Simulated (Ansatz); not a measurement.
# FeO (Wuestite) (R-3m) in Ansatz: notebook

The runs below take FeO (Wuestite) through relaxation of cell and atoms, with PBEsol.

Program: Ansatz 0.2.0. These are calculated values, not measurements. Logs are shortened: lines on timing, memory, paths and dates and some standing lists are left out, and cuts for length are marked.

### 1 Starting point

Symmetry: R-3m, No. 166, trigonal system. Conventional cell: a = 3.038 Å, b = 3.038 Å, c = 7.559 Å, α = 90.00°, β = 90.00°, γ = 120.00°. Fe (site symmetry -3m) has 6 O at 2.16 Å as nearest neighbours. O (site symmetry -3m) is surrounded by 6 Fe at 2.16 Å.

### 2 Relaxation of cell and atoms, PBEsol, collinear spin, ferromagnetic start

input.yaml

```yaml
crystal:
  lattice:
    - [1.5188209023, 0.8768916568, 2.5195772846]
    - [-1.5188209023, 0.8768916568, 2.5195772846]
    - [0.0, -1.7537833136, 2.5195772846]
  atoms:
    - { symbol: Fe, position: [0.0, 0.0, 0.0], spin: 3.0 }
    - { symbol: O, position: [0.5, 0.5, 0.5] }
kpoints:
  mp_grid: { grid: [11, 11, 11] }
scf:
  occupations: { method: fermi_dirac, width: 0.05 }
hamiltonian:
  xc: pbesol
  pseudopotentials: { kind: all_electron, lapw: { basis_error: 0.001 } }
magnetization:
  spin_polarized: true
output:
  forces: true
  stress: true
relax:
  f_tol: 0.005
  max_steps: 60
  cell: {}
```

Potentials or basis: all-electron LAPW, scalar-relativistic.

On the command line:

```
> ansatz run input.yaml --threads 2 --pin off --max-ram 6144MiB --backend cpu --events-out ev --progress --plain --runs-dir out
```

Log:

```text
Warning: RAYON_NUM_THREADS=2 ignored (pool sized by the plan → 2); use --threads N
The last accepted step is kept in <dir> (removed where the run ends without a failure and the disk answers)
LAPW: plane waves up to 9.874 Å⁻¹, error target 1.0e-3 eV per atom; small_component_spin mean_spin; O in spheres of 0.951 Å, 8 of its electrons in bands, Dirac shells []; Fe in spheres of 1.143 Å, 16 of its electrons in bands, Dirac shells [] (how accurate: hamiltonian.pseudopotentials.lapw.basis_error, Limitations)
Engine: ansatz 0.2.0, x86_64-unknown-linux-gnu
Pseudopotentials: kind: all_electron
Pseudopotential: Fe, LAPW, valence charge 16, lapw/all_electron/scalar/gaussian/Fe, Koelling and Harmon's equation, gaussian nucleus
Pseudopotential: O, LAPW, valence charge 8, lapw/all_electron/scalar/gaussian/O, Koelling and Harmon's equation, gaussian nucleus
Functional definition: PBEsol
  exchange = pbesol_x
  correlation = pbesol_c
Crystal: 2 atoms, lattice volume = 20.134 Å³
Basis set: ecut = 371.43148354010015 eV, 331 PW (Γ), exchange–correlation at level 2
Bands: 18, of which v1, the nominal top of the filled ones, is band 12 counted from 1 (11 counted from 0)
Symmetry: 12 space group operations
Space group: R-3m (ITA 166), of the structure as read, at distance tolerance 2.7e-5 Å
Magnetic group: BNS 166.97 (UNI 1327), of the structure as read, at distance tolerance 2.7e-5 Å
k-points: 146 of 1331
Non-local potential: Fe, projectors of the file, none
Non-local potential: O, projectors of the file, none
Initial density: superposition of atomic densities (chi_scale 0.1, normalization cell, long waves kept (reshape's long-wave potential 0.00 eV rms))
Starting moments: Σ|m| = 3 μB on 1 of 2 sites
Initial wavefunctions: plane waves of lowest kinetic energy (no species holds an atomic orbital)
Functional: x = pbesol(κ = 0.804, μ = 0.12345679012345678), c = pbesol(β = 0.046)
iter 1 solved again at ethr=6.01e-3 eV; its pass at ethr=1.00e-1 eV (dr2=1.44e0 eV) is discarded
SCF iter   1: F=—  HF=-36643.502007 eV  |F-HF|=—  |Δ(HF+E_count)|=         —  Δρ=4.84e-2 (↑4.78e-2 ↓4.84e-2)  dr2=1.44e0  dr2_m=1.35e-1  M=3.661 μB ∫|m|=3.661 μB  β_m=0.30  ethr=6.01e-3  ⟨swp⟩=2.0  Hψ=33871  notcnv=0
Mixer restart at iter 1: flushing history
preconditioner: auto → none  [metal: Δε(μ)=0.003 eV  Ē_g=13.449 eV  σ=0.050 eV  W_gap=0.01  n_scr=8 (ndim 8)  ℏωp=31.0 eV  f_vac=0.000  D(μ)=2.79/eV (n_scr^D=52)  sad-step TF]
SCF iter   2: F=—  HF=-36643.158525 eV  |F-HF|=—  |Δ(HF+E_count)|=   3.43e-1  Δρ=2.90e-2 (↑2.90e-2 ↓2.52e-2)  dr2=3.35e-1  dr2_m=7.17e-2  M=3.689 μB ∫|m|=3.689 μB  β_m=0.46  ethr=6.01e-3  ⟨swp⟩=2.0  Hψ=15695  notcnv=0
SCF iter   3: F=—  HF=-36643.339757 eV  |F-HF|=—  |Δ(HF+E_count)|=   1.81e-1  Δρ=2.28e-2 (↑2.04e-2 ↓2.28e-2)  dr2=2.32e-1  dr2_m=4.48e-2  M=3.930 μB ∫|m|=3.931 μB  β_m=0.55  ethr=1.39e-3  ⟨swp⟩=2.0  Hψ=15652  notcnv=0
iter 4 solved again at ethr=2.41e-5 eV; its pass at ethr=9.67e-4 eV (dr2=5.77e-3 eV) is discarded
SCF iter   4: F=—  HF=-36643.434493 eV  |F-HF|=—  |Δ(HF+E_count)|=         —  Δρ=4.92e-3 (↑2.46e-3 ↓4.92e-3)  dr2=5.78e-3  dr2_m=1.09e-3  M=4.000 μB ∫|m|=4.008 μB  β_m=0.60  ethr=2.41e-5  ⟨swp⟩=2.0  Hψ=25708  notcnv=0
Mixer restart at iter 4: flushing history
SCF iter   5: F=—  HF=-36643.424432 eV  |F-HF|=—  |Δ(HF+E_count)|=         —  Δρ=4.11e-3 (↑3.55e-3 ↓4.11e-3)  dr2=1.40e-2  dr2_m=8.29e-5  M=4.002 μB ∫|m|=4.011 μB  β_m=0.47  ethr=2.41e-5  ⟨swp⟩=3.0  Hψ=17306  notcnv=0
the basis was enlarged: its passes take 643.8 KiB over the memory plan, 2 of 2 planned eigensolver slots
SCF iter   6: F=—  HF=-36643.402020 eV  |F-HF|=—  |Δ(HF+E_count)|=   2.24e-2  Δρ=8.19e-4 (↑7.05e-4 ↓8.19e-4)  dr2=2.74e-5  dr2_m=7.71e-5  M=4.001 μB ∫|m|=4.010 μB  β_m=0.64  ethr=2.41e-5  ⟨swp⟩=2.9  Hψ=16352  notcnv=0
SCF iter   7: F=—  HF=-36643.402733 eV  |F-HF|=—  |Δ(HF+E_count)|=   7.13e-4  Δρ=3.59e-4 (↑3.59e-4 ↓1.36e-4)  dr2=3.40e-5  dr2_m=5.16e-6  M=4.001 μB ∫|m|=4.011 μB  β_m=0.58  ethr=1.14e-7  ⟨swp⟩=3.0  Hψ=16266  notcnv=0
SCF iter   8: F=—  HF=-36643.402649 eV  |F-HF|=—  |Δ(HF+E_count)|=   8.32e-5  Δρ=1.34e-4 (↑4.17e-5 ↓1.34e-4)  dr2=2.46e-6  dr2_m=1.36e-6  M=4.001 μB ∫|m|=4.011 μB  β_m=0.79  ethr=1.14e-7  ⟨swp⟩=3.0  Hψ=14854  notcnv=0
SCF iter   9: F=—  HF=-36643.402654 eV  |F-HF|=—  |Δ(HF+E_count)|=   4.81e-6  Δρ=5.03e-5 (↑1.93e-5 ↓5.03e-5)  dr2=8.35e-7  dr2_m=7.50e-8  M=4.001 μB ∫|m|=4.012 μB  β_m=0.72  ethr=1.02e-8  ⟨swp⟩=2.8  Hψ=15072  notcnv=0
SCF iter  10: F=—  HF=-36643.402655 eV  |F-HF|=—  |Δ(HF+E_count)|=   3.67e-7  Δρ=1.08e-5 (↑4.60e-6 ↓1.08e-5)  dr2=3.59e-8  dr2_m=4.77e-9  M=4.001 μB ∫|m|=4.012 μB  β_m=0.86  ethr=3.48e-9  ⟨swp⟩=2.2  Hψ=14283  notcnv=0
SCF iter  11: F=—  HF=-36643.402655 eV  |F-HF|=—  |Δ(HF+E_count)|=   6.68e-8  Δρ=1.56e-6 (↑3.44e-7 ↓1.56e-6)  dr2=5.68e-10  dr2_m=1.17e-10  M=4.001 μB ∫|m|=4.012 μB  β_m=0.88  ethr=1.50e-10  ⟨swp⟩=2.6  Hψ=14508  notcnv=0
SCF iter  12: F=-36643.402655 eV  HF=-36643.402655 eV  |F-HF|=4.37e-11  |Δ(HF+E_count)|=   1.32e-9  Δρ=9.37e-8 (↑6.42e-8 ↓9.37e-8)  dr2=3.99e-12  dr2_m=2.18e-13  M=4.001 μB ∫|m|=4.012 μB  ethr=5.67e-12 (applied; sched 2.37e-12)  ⟨swp⟩=2.0  Hψ=14178  notcnv=0
SCF 1 converged in 12 iterations: F = -36643.402655 eV  dr2 = 3.99e-12
relax step   1: F+E_penalty+E_count = -36643.40265464 eV  Δ(F+E_penalty+E_count) = +0.000e0 eV  max|allowed force component| = 2.630e-30 eV/Å  Δτ_max = 0.0000 Å  P = -9.486 GPa  Ω = 20.134 Å³  (12 SCF iters, accepted)
Crystal: 2 atoms, lattice volume = 19.493 Å³
Basis set: ecut = 379.52652344994203 eV, 331 PW (Γ), exchange–correlation at level 2
Initial density: handed on by an earlier stage of this run
[... 14 lines left out ...]
Crystal: 2 atoms, lattice volume = 19.095 Å³
Basis set: ecut = 384.78094221141413 eV, 331 PW (Γ), exchange–correlation at level 2
iter 1 solved again at ethr=2.54e-7 eV; its pass at ethr=1.00e-1 eV (dr2=6.10e-5 eV) is discarded
SCF iter   1: F=—  HF=-36643.434146 eV  |F-HF|=—  |Δ(HF+E_count)|=         —  Δρ=4.55e-4 (↑3.32e-4 ↓4.55e-4)  dr2=6.41e-5  dr2_m=1.26e-5  M=3.999 μB ∫|m|=4.008 μB  β_m=0.65  ethr=2.54e-7  ⟨swp⟩=4.0  Hψ=32710  notcnv=0
preconditioner: auto → none  [metal: Δε(μ)=0.007 eV  Ē_g=13.884 eV  σ=0.050 eV  W_gap=0.03  n_scr=0 (ndim 8)  ℏωp=31.8 eV  f_vac=0.000  D(μ)=1.33/eV (n_scr^D=14)]
[... 13 lines left out ...]
preconditioner: auto → none  [metal: Δε(μ)=0.005 eV  Ē_g=13.866 eV  σ=0.050 eV  W_gap=0.02  n_scr=0 (ndim 8)  ℏωp=31.8 eV  f_vac=0.000  D(μ)=1.33/eV (n_scr^D=14)]
iter 2 solved again at ethr=2.27e-10 eV; its pass at ethr=2.57e-9 eV (dr2=5.45e-8 eV) is discarded
SCF iter   2: F=—  HF=-36643.434251 eV  |F-HF|=—  |Δ(HF+E_count)|=   4.38e-7  Δρ=2.10e-5 (↑1.22e-5 ↓2.10e-5)  dr2=5.44e-8  dr2_m=3.12e-8  M=3.999 μB ∫|m|=4.009 μB  β_m=0.65  ethr=2.27e-10  ⟨swp⟩=2.0  Hψ=24230  notcnv=0
SCF iter   3: F=—  HF=-36643.434251 eV  |F-HF|=—  |Δ(HF+E_count)|=   2.49e-7  Δρ=3.24e-6 (↑3.24e-6 ↓3.17e-6)  dr2=9.05e-10  dr2_m=1.49e-9  M=3.999 μB ∫|m|=4.009 μB  β_m=0.57  ethr=2.27e-10  ⟨swp⟩=2.5  Hψ=14675  notcnv=0
SCF iter   4: F=-36643.434251 eV  HF=-36643.434251 eV  |F-HF|=1.34e-8  |Δ(HF+E_count)|=   1.95e-8  Δρ=4.58e-6 (↑1.97e-6 ↓4.58e-6)  dr2=6.46e-9  dr2_m=8.41e-10  M=3.999 μB ∫|m|=4.009 μB  ethr=6.31e-12 (applied; sched 3.77e-12)  ⟨swp⟩=3.0  Hψ=15907  notcnv=0
SCF 4 converged in 4 iterations: F = -36643.434251 eV  dr2 = 6.46e-9
relax step   4: F+E_penalty+E_count = -36643.43425109 eV  Δ(F+E_penalty+E_count) = -7.741e-5 eV  max|allowed force component| = 5.785e-30 eV/Å  Δτ_max = 0.0000 Å  P = +0.031 GPa  Ω = 19.130 Å³  (4 SCF iters, accepted)
Crystal: 2 atoms, lattice volume = 19.133 Å³
Basis set: ecut = 384.2729258239123 eV, 331 PW (Γ), exchange–correlation at level 2
iter 1 solved again at ethr=3.45e-8 eV; its pass at ethr=1.00e-1 eV (dr2=8.29e-6 eV) is discarded
SCF iter   1: F=—  HF=-36643.434288 eV  |F-HF|=—  |Δ(HF+E_count)|=         —  Δρ=9.44e-5 (↑6.53e-5 ↓9.44e-5)  dr2=1.43e-6  dr2_m=3.17e-7  M=3.999 μB ∫|m|=4.009 μB  β_m=0.65  ethr=3.45e-8  ⟨swp⟩=4.9  Hψ=33162  notcnv=0
preconditioner: auto → none  [metal: Δε(μ)=0.020 eV  Ē_g=13.870 eV  σ=0.050 eV  W_gap=0.10  n_scr=0 (ndim 8)  ℏωp=31.8 eV  f_vac=0.000  D(μ)=1.33/eV (n_scr^D=14)]
SCF iter   2: F=—  HF=-36643.434291 eV  |F-HF|=—  |Δ(HF+E_count)|=   3.15e-6  Δρ=4.14e-5 (↑2.29e-5 ↓4.14e-5)  dr2=1.95e-7  dr2_m=8.06e-8  M=3.999 μB ∫|m|=4.009 μB  β_m=0.65  ethr=5.95e-9  ⟨swp⟩=2.0  Hψ=14158  notcnv=0
iter 3 solved again at ethr=8.24e-12 eV; its pass at ethr=8.14e-10 eV (dr2=1.98e-9 eV) is discarded
SCF iter   3: F=—  HF=-36643.434292 eV  |F-HF|=—  |Δ(HF+E_count)|=   8.50e-7  Δρ=4.83e-6 (↑4.62e-6 ↓4.83e-6)  dr2=1.98e-9  dr2_m=3.36e-9  M=3.999 μB ∫|m|=4.009 μB  β_m=0.82  ethr=8.24e-12  ⟨swp⟩=2.1  Hψ=25481  notcnv=0
SCF iter   4: F=-36643.434292 eV  HF=-36643.434292 eV  |F-HF|=5.26e-8  |Δ(HF+E_count)|=   4.04e-8  Δρ=4.79e-6 (↑2.72e-6 ↓4.79e-6)  dr2=1.16e-8  dr2_m=2.86e-10  M=3.999 μB ∫|m|=4.009 μB  ethr=8.23e-12  ⟨swp⟩=3.0  Hψ=16422  notcnv=0
SCF 5 converged in 4 iterations: F = -36643.434292 eV  dr2 = 1.16e-8
relax step   5: F+E_penalty+E_count = -36643.43429196 eV  Δ(F+E_penalty+E_count) = -4.086e-5 eV  max|allowed force component| = 5.259e-31 eV/Å  Δτ_max = 0.0000 Å  P = -0.003 GPa  Ω = 19.133 Å³  (4 SCF iters, accepted)
iter 1 solved again at ethr=1.86e-11 eV; its pass at ethr=1.00e-1 eV (dr2=4.47e-9 eV) is discarded
SCF iter   1: F=—  HF=-36643.434295 eV  |F-HF|=—  |Δ(HF+E_count)|=         —  Δρ=6.56e-6 (↑5.02e-6 ↓6.56e-6)  dr2=3.38e-9  dr2_m=2.31e-10  M=3.999 μB ∫|m|=4.009 μB  β_m=0.65  ethr=1.86e-11  ⟨swp⟩=5.1  Hψ=39934  notcnv=0  reapply=229
preconditioner: auto → none  [metal: Δε(μ)=0.019 eV  Ē_g=13.870 eV  σ=0.050 eV  W_gap=0.10  n_scr=0 (ndim 8)  ℏωp=31.8 eV  f_vac=0.000  D(μ)=1.33/eV (n_scr^D=14)]
SCF iter   2: F=—  HF=-36643.434295 eV  |F-HF|=—  |Δ(HF+E_count)|=   8.14e-8  Δρ=2.58e-6 (↑2.09e-6 ↓2.58e-6)  dr2=1.48e-9  dr2_m=4.54e-11  M=3.999 μB ∫|m|=4.009 μB  β_m=0.35  ethr=1.41e-11  ⟨swp⟩=3.0  Hψ=15971  notcnv=0
iter 3 solved again at ethr=1.00e-12 eV; its pass at ethr=6.16e-12 eV (dr2=1.24e-10 eV) is discarded
SCF iter   3: F=-36643.434295 eV  HF=-36643.434295 eV  |F-HF|=1.71e-8  |Δ(HF+E_count)|=   4.09e-9  Δρ=2.62e-6 (↑1.85e-6 ↓2.62e-6)  dr2=1.24e-10  dr2_m=5.68e-11  M=3.999 μB ∫|m|=4.009 μB  ethr=4.03e-12 (applied; sched 1.00e-12)  ⟨swp⟩=2.0  Hψ=24469  notcnv=0
SCF 6 converged in 3 iterations: F = -36643.434295 eV  dr2 = 1.24e-10
relax step   6: F+E_penalty+E_count = -36643.43429514 eV  Δ(F+E_penalty+E_count) = -3.180e-6 eV  max|allowed force component| = 2.630e-30 eV/Å  Δτ_max = 0.0000 Å  P = -0.002 GPa  Ω = 19.133 Å³  stress off target by 2.01e-2 GPa  SCF on the basis re-selected at this cell (its energy is not comparable with the rows above)  (3 SCF iters)
basis re-selected at this cell: Δ(F+E_penalty+E_count) = -3.180e-6 eV, ΔP = +0.001 GPa vs the last step (what re-selecting the basis moved, after the strain that the cell walked since its last selection, with what the two solves' SCF thresholds leave and, on support functions, any second-order correction that the steps lacked; it is no measure of the basis error at this ecutwfc). This SCF's stress stands 2.01e-2 GPa from its target on what of the cell is left free (relax.cell.stress_tol is 5.00e-2 GPa) and its largest allowed force component is 2.63e-30 eV/Å (relax.f_tol is 5.00e-3 eV/Å): within both
SCF converged after 3 iterations
Magnetization: 3.9991 μB (13.9996 up, 10.0004 down)
Absolute magnetization: 4.0086 μB (∫|ρ↑−ρ↓|)
Spin contamination: 0.0109 ħ² per cell (⟨S²⟩ above its minimum at these occupations)
Per-site moments (μB) at R_I (Å): [(3.5799897154982787, 1.1238243516948914), (0.33093467324013215, 0.9354569272304282)]
Free energy (F): -36643.434295 eV
Harris-Foulkes:  -36643.434295 eV  (|F-HF|=1.71e-8)
Internal energy: -36643.423451 eV  (E = F + TS)
E sigma→0 (E₀):  -36643.428873 eV
Entropy (-TS):   -0.010844 eV (-5.422 meV/atom)
Fermi energy:    15.473245 eV
--- Per-component energies (eV) ---
  E_band       = -1228.462738
  E_kinetic    = 37111.684373
  E_xc         = -1717.467500
  E_electrostatic = -72037.640323  (all electrons and nuclei)
  E_smearing   = -0.010844  (= −TS)
  E_closure    = 0.000000  (closes the sum)
  E_atoms      = -36626.719027  (free atoms, spherical and without spin; not in F)
  Σ components = -36643.434295   (vs F -36643.434295, Δ=0.00e0)
  Basis errors (estimates in eV, not in F): energy 3.7e-4 per atom: plane waves 3.4e-4 (1.9e-4 summed), levels above the bands 1.9e-109, relativity 3.7e-8, radial functions 3.4e-5, core shells 9.2e-8; eigenvalues (radial functions only) 3.7e-5; not estimated: angular momenta, meshes, grids; target (lapw.basis_error) 1.0e-3; muffin-tin radii O 0.935 Å, Fe 1.124 Å
--- Forces (eV/Å), atoms counted from 1 ---
  atom   1  Fe     0.00000000     0.00000000    -0.00000000
  atom   2  O      0.00000000     0.00000000    -0.00000000
  max |Σ_I F_I| component: 1.16e-29 eV/Å
--- Stress (GPa, compression-positive) ---
        0.007178       0.000000      -0.000000
        0.000000       0.007178       0.000000
       -0.000000       0.000000      -0.020082
  P = ⅓ Tr σ = -0.0019 GPa (-0.019 kbar)
--- Relaxed structure (5 steps of the walk, 5 accepted, 1 SCFs on fresh bases) ---
  F+E_penalty+E_count = -36643.43429514 eV   max|allowed force component| = 2.630e-30 eV/Å   (the final SCF, on the basis selected at the relaxed cell)
  cell:  # Å, volume = 19.1333 Å³
    - [1.5008360672978445, 0.8665081074639098, 2.4520690065827946]
    - [-1.5008360672978445, 0.8665081074639098, 2.4520690065827946]
    - [7.088007710136117e-34, -1.7330162149278197, 2.4520690065827946]
  atoms:
    - { symbol: Fe, position: [4.219747610308795e-35, 4.219747610308795e-35, 6.907945161942042e-35] }
    - { symbol: O, position: [0.5000000000000001, 0.5000000000000001, 0.5000000000000001] }
```

Run time: 4 min. Hardware: 2 threads of Intel Xeon at 2.50GHz (Skylake/Cascade Lake), shared host; peak memory 0.69 GiB.

Results:

```
Free energy                            : -36643.4343 eV
Relaxed volume                         : 9.57 Å³/atom
Relaxed cell                           : a = 3.003 Å, b = 3.003 Å, c = 3.003 Å, α = 59.98°, β = 59.98°, γ = 59.98°
Space group after relaxing (to 0.05 Å) : Fm-3m (No. 225)
Energy gained by relaxing              : 15.8 meV/atom
Ionic steps                            : 6
Pressure after relaxing                : 0.0 GPa
Net moment                             : 4.00 μB per cell
Absolute moment                        : 4.01 μB per cell
Site moments                           : Fe +3.58; O +0.33 μB
```

The path:
```tsv
step	energy change (eV)	largest force (eV/Å)	volume (Å³)
1	0.0000	0.0000	20.13
2	-0.0271	0.0000	19.49
3	-0.0315	0.0000	19.10
4	-0.0316	0.0000	19.13
5	-0.0316	0.0000	19.13
6	-0.0316	0.0000	19.13
```

Final structure:
```cif
data_structure
_symmetry_space_group_name_H-M 'P 1'
_symmetry_Int_Tables_number 1
_cell_length_a 3.0027
_cell_length_b 3.0027
_cell_length_c 3.0027
_cell_angle_alpha 59.978
_cell_angle_beta 59.978
_cell_angle_gamma 59.978
_cell_volume 19.13
loop_
_atom_site_label
_atom_site_type_symbol
_atom_site_fract_x
_atom_site_fract_y
_atom_site_fract_z
_atom_site_occupancy
Fe1 Fe 0.00000 0.00000 0.00000 1
O1 O 0.50000 0.50000 0.50000 1
```

Caveat: a cell with one magnetic atom can't hold antiferromagnetic order, which such compounds often take.

### 3 Relaxation of cell and atoms, PBEsol, collinear spin, ferromagnetic start, target pressure 5 GPa, at which the enthalpy is minimised

Edit input.yaml of step 2 so:

```diff
@@ -23,2 +23,2 @@
   max_steps: 60
-  cell: {}
+  cell: { p_target: 5 }
```

Potentials or basis: all-electron LAPW, scalar-relativistic.

On the command line:

```
> ansatz run input.yaml --threads 2 --pin off --max-ram 6144MiB --backend cpu --events-out ev --progress --plain --runs-dir out
```

Run time: 4.8 min. Hardware: 2 threads of Intel Xeon at 2.50GHz (Skylake/Cascade Lake), shared host; peak memory 0.69 GiB.

Results (log left out):

```
Free energy                                            : -36643.4277 eV
Relaxed volume                                         : 9.35 Å³/atom
Relaxed cell                                           : a = 2.980 Å, b = 2.980 Å, c = 2.980 Å, α = 59.99°, β = 59.99°, γ = 59.99°
Space group after relaxing (to 0.05 Å)                 : Fm-3m (No. 225)
Energy change on relaxing (the enthalpy is what falls) : -12.5 meV/atom
Ionic steps                                            : 7
Pressure after relaxing                                : 5.0 GPa
Net moment                                             : 4.00 μB per cell
Absolute moment                                        : 4.00 μB per cell
Site moments                                           : Fe +3.57; O +0.34 μB
```

Step by step:
```
step  energy change (eV)  largest force (eV/Å)  volume (Å³)
   1              0.0000                0.0000        20.13
   2             -0.0313                0.0000        19.16
   3             -0.0228                0.0000        18.64
   4             -0.0249                0.0000        18.70
   5             -0.0251                0.0000        18.70
   6             -0.0250                0.0000        18.70
   7             -0.0250                0.0000        18.70
```

Final structure:
```cif
data_structure
_symmetry_space_group_name_H-M 'P 1'
_symmetry_Int_Tables_number 1
_cell_length_a 2.9795
_cell_length_b 2.9795
_cell_length_c 2.9795
_cell_angle_alpha 59.993
_cell_angle_beta 59.993
_cell_angle_gamma 59.993
_cell_volume 18.70
loop_
_atom_site_label
_atom_site_type_symbol
_atom_site_fract_x
_atom_site_fract_y
_atom_site_fract_z
_atom_site_occupancy
Fe1 Fe 0.00000 0.00000 0.00000 1
O1 O 0.50000 0.50000 0.50000 1
```

Caveat: a cell with one magnetic atom can't hold antiferromagnetic order, which such compounds often take.

### 4 Relaxation of cell and atoms, PBEsol, collinear spin, ferromagnetic start, target pressure 10 GPa, at which the enthalpy is minimised

Edit input.yaml of step 3 so:

```diff
@@ -23,2 +23,2 @@
   max_steps: 60
-  cell: { p_target: 5 }
+  cell: { p_target: 10 }
```

On the command line:

```
> ansatz run input.yaml --threads 2 --pin off --max-ram 6144MiB --backend cpu --events-out ev --progress --plain --runs-dir out
```

Wall time 5.1 min (2 threads of Intel Xeon at 2.50GHz (Skylake/Cascade Lake), shared host); peak memory 0.71 GiB.

The run converged. Its results:

* Free energy: -36643.4089 eV
* Relaxed volume: 9.15 Å³/atom
* Relaxed cell: a = 2.958 Å, b = 2.958 Å, c = 2.958 Å, α = 59.99°, β = 59.99°, γ = 59.99°
* Space group after relaxing (to 0.05 Å): Fm-3m (No. 225)
* Energy change on relaxing (the enthalpy is what falls): -3.1 meV/atom
* Ionic steps: 8
* Pressure after relaxing: 10.0 GPa
* Net moment: 3.98 μB per cell
* Absolute moment: 3.99 μB per cell
* Site moments: Fe +3.55; O +0.34 μB

The path:
| step | energy change (eV) | largest force (eV/Å) | volume (Å³) |
| --- | --- | --- | --- |
| 1 | 0.0000 | 0.0000 | 20.13 |
| 2 | -0.0282 | 0.0000 | 18.83 |
| 3 | -0.0016 | 0.0000 | 18.23 |
| 4 | -0.0059 | 0.0000 | 18.29 |
| 5 | -0.0063 | 0.0000 | 18.30 |
| 6 | -0.0065 | 0.0000 | 18.30 |
| 7 | -0.0062 | 0.0000 | 18.30 |
| 8 | -0.0062 | 0.0000 | 18.30 |

Final structure:
```yaml
crystal:
  lattice:
    - [1.47882, 0.85380, 2.41522]
    - [-1.47882, 0.85380, 2.41522]
    - [0.00000, -1.70759, 2.41522]
  atoms:
    - { symbol: Fe, position: [0.00000, 0.00000, 0.00000] }
    - { symbol: O, position: [0.50000, 0.50000, 0.50000] }
```

Caveat: a cell with one magnetic atom can't hold antiferromagnetic order, which such compounds often take.

### 5 Overview

```csv
cell,pressure (GPa),moment (μB)
relaxed,0.0,4.00
relaxed to 5 GPa,5.0,4.00
relaxed to 10 GPa,10.0,3.98
```

Alike in all rows: task relaxation of cell and atoms; level PBEsol; potentials or basis all-electron LAPW, scalar-relativistic; spin collinear, ferromagnetic start; k mesh 11 × 11 × 11; smearing fermi-dirac 0.05 eV; basis error allowed 0.001 eV/atom.

Caveats: a cell with one magnetic atom can't hold antiferromagnetic order, which such compounds often take.

Compare energies only between runs with the same functional and basis.

### 6 Comparison with measurements

Step 2. The cell as given is a measured one (10.07 Å³/atom); PBEsol puts the equilibrium volume -5.0 % from it, thermal expansion not counted.
